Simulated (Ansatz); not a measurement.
Crystal: PbS.

```
CELL_PARAMETERS angstrom
2.11266 1.21975 3.45192
-2.11266 1.21975 3.45192
0.00000 -2.43949 3.45192
ATOMIC_POSITIONS crystal
Pb 0.98057 0.98057 0.98057
S 0.47504 0.47504 0.47504
```

The cell is a database's computed one.

A run of Ansatz 0.2.0 on this cell left the log below. Logs are shortened: lines on timing, memory, paths and dates and some standing lists are left out, and cuts for length are marked.

```text
Warning: RAYON_NUM_THREADS=1 ignored (pool sized by the plan → 1); use --threads N
hamiltonian.pseudopotentials.datasets: crystal makes datasets for this crystal and solves the spheres of its atoms anew in each pass: cutoff 260.0 eV, the density's 1040.0 eV; for an error of 0.50 meV an atom under PBE, 1.0 meV for the cell; an energy difference from a run of another recipe may be off by several times the error for the cell, under r2SCAN by more, where some 0.1 meV an atom stays at smaller errors; S in spheres of 1.376 Å, 6 of its electrons in bands; Pb in spheres of 1.376 Å, 14 of its electrons in bands
Engine: ansatz 0.2.0, x86_64-unknown-linux-gnu
Pseudopotentials: kind: all_electron
Pseudopotential: Pb, paw, valence charge 14, recommended cutoff 260 eV (normal), crystal/all_electron/pbe/scalar/gaussian/Pb, Koelling and Harmon's equation, gaussian nucleus
Pseudopotential: S, paw, valence charge 6, recommended cutoff 260 eV (normal), crystal/all_electron/pbe/scalar/gaussian/S, Koelling and Harmon's equation, gaussian nucleus
Functional definition: PBE
  parameter kappa = 0.804
  parameter beta = 0.06672455060314922
  exchange = pbe_x(kappa = kappa, mu = beta*pi^2/3)
  correlation = pbe_c(beta = beta)
Crystal: 2 atoms, lattice volume = 53.372 Å³
Basis set: ecut = 260 eV, 531 PW (Γ), exchange–correlation on 48×48×48 points (8 copies of the dense FFT grid, shifted against one another)
Bands: 14, of which v1, the nominal top of the filled ones, is band 10 counted from 1 (9 counted from 0)
Symmetry: 6 space group operations
Space group: R3m (ITA 160), of the structure as read, at distance tolerance 3.8e-5 Å
k-points: 32 of 216 (time reversal used)
Non-local potential: Pb, projectors of the file, l = 0: 1, l = 1: 1, l = 2: 2
Non-local potential: S, projectors of the file, l = 0: 1, l = 1: 1, l = 2: 2
PAW form: soft (Blöchl's): semilocal exchange-correlation on the pseudo side does not see the compensation charge
PAW one-centre angular grid: Pb, 590 points (default); XC on its mesh's 1809 points in the sphere
PAW one-centre angular grid: S, 110 points (default); XC on its mesh's 1989 points in the sphere
Initial density: superposition of atomic densities (neutral atoms: chi_scale 0, normalization atom)
Initial wavefunctions: pseudopotential atomic-orbital guess
Functional: x = pbe(κ = 0.804, μ = 0.2195149727645171), c = pbe(β = 0.06672455060314922)
iter 1 solved again at ethr=9.10e-3 eV; its pass at ethr=1.00e-1 eV (dr2=1.82e0 eV) is discarded
SCF iter   1: F=—  HF=-578930.864126 eV  |F-HF|=—  |Δ(HF+E_count)|=         —  Δρ=3.75e-2  dr2=1.82e0  ethr=9.10e-3  ⟨swp⟩=2.6  Hψ=2287  notcnv=0
[... 11 lines left out ...]
  greatest PAW one-centre occupation: 0.979 electrons in one spin orbital (limit 2), on the Pb atom at site 0 (counted from 0), in its partial waves of l = 2
SCF converged after 8 iterations
Free energy (F): -578930.366919 eV
Harris-Foulkes:  -578930.366919 eV  (|F-HF|=2.08e-8)
Internal energy: -578930.366723 eV  (E = F + TS)
E sigma→0 (E₀):  -578930.366821 eV
Entropy (-TS):   -0.000196 eV (-0.098 meV/atom)
Past the cutoff: the bands carry plane waves up to 1.75 times it, of which those up to 1.5 times it add -0.000184 eV an atom, each by itself; the spheres take 0.000334 eV an atom off the energy for waves past 1.75 times it
By the cutoff:   a pressure is off by up to 0.006 GPa (1.2 times the spheres' own share and the shells' term, over an atom's volume, and 0.004 GPa: a bound that held against runs at twice the plane waves)
Past the cutoffs: a stress includes 0.0007 GPa for waves and charges beyond them, in addition to the slope of what the spheres take
In the spheres:  the bands' charges fall short by 6.7e-7 e at most (sound up to 1e-3)
Fermi energy:    11.276593 eV
--- Per-component energies (eV) ---
  E_band       = -1.285545
  E_kinetic    = 244.607354
  E_local      = -1045.344428  (includes V_loc(G=0)·N_el)
  E_nonlocal   = 339.970460
  E_hartree    = 486.851965
  E_xc         = -139.036408
  E_vxc        = -171.065844  (∫ρ·V_xc dr)
  E_paw        = -580677.716399  (= ΣΔE_a)
  E_vpaw       = -3705.229282  (= ΣTr[D̂ρ^β])
  E_ewald      = -1501.771229
  E_smearing   = -0.000196  (= −TS)
  E_closure    = 3362.071961  (closes the sum)
  Σ components = -578930.366919   (vs F -578930.366919, Δ=0.00e0)
  The terms above E_closure are by the made datasets' own strengths, without shells solved beside the bands.
--- Forces (eV/Å), atoms counted from 1 ---
  atom   1  Pb     0.00000000     0.00000000    -0.01171091
  atom   2  S     -0.00000000    -0.00000000     0.01175650
  max |Σ_I F_I| component: 4.56e-5 eV/Å
--- Stress (GPa, compression-positive) ---
        0.896419       0.000000       0.000000
        0.000000       0.896419      -0.000000
        0.000000      -0.000000       0.907385
  P = ⅓ Tr σ = 0.9001 GPa (9.001 kbar)
--- Band table (eV; the first three rows and the last of 32) ---
  k-point 0: bands = ["-5.7203", "-5.7201", "-5.7201", "-5.7044", "-5.7044", "-2.3254", "5.0103", "9.0077", "9.0077", "9.0115", "16.1894", "16.2150"]
  k-point 1: bands = ["-5.7191", "-5.7177", "-5.7175", "-5.7035", "-5.7035", "-2.1005", "4.3151", "9.0766", "9.0795", "9.5143", "14.4725", "15.0803"]
  k-point 2: bands = ["-5.7292", "-5.7285", "-5.7172", "-5.6854", "-5.6852", "-1.5340", "3.0471", "9.2545", "9.2576", "10.3596", "12.5690", "13.6674"]
  k-point 31: bands = ["-5.7352", "-5.7352", "-5.7170", "-5.6751", "-5.6751", "-1.1476", "2.3753", "9.3789", "9.3789", "11.0182", "11.5349", "13.0894"]
```

**Question.** Write the input and the command behind it.

**Answer.** Single point with PBE, no spin polarisation. The files as run (others can give the same):

input.yaml
```yaml
crystal:
  lattice:
    - [2.1126617058, 1.2197458045, 3.4519162518]
    - [-2.1126617058, 1.2197458045, 3.4519162518]
    - [0.0, -2.4394916091, 3.4519162518]
  atoms:
    - { symbol: Pb, position: [0.98056578, 0.98056578, 0.98056578] }
    - { symbol: S, position: [0.47503555, 0.47503555, 0.47503555] }
kpoints:
  mp_grid: { grid: [6, 6, 6] }
scf:
  occupations: { method: fermi_dirac, width: 0.05 }
hamiltonian:
  xc: pbe
  pseudopotentials: { kind: all_electron, datasets: crystal }
output:
  forces: true
  stress: true
  eigenvalues: true
```

Potentials or basis: all-electron PAW datasets made for the crystal.
The run is started by
```bash
$ ansatz run input.yaml --threads 1 --pin off --max-ram 3072MiB --backend cpu --events-out ev --progress --plain --runs-dir out
```

Caveat: spin-orbit coupling is left out, which as a rule narrows the gap of such compounds by several tenths of an eV.
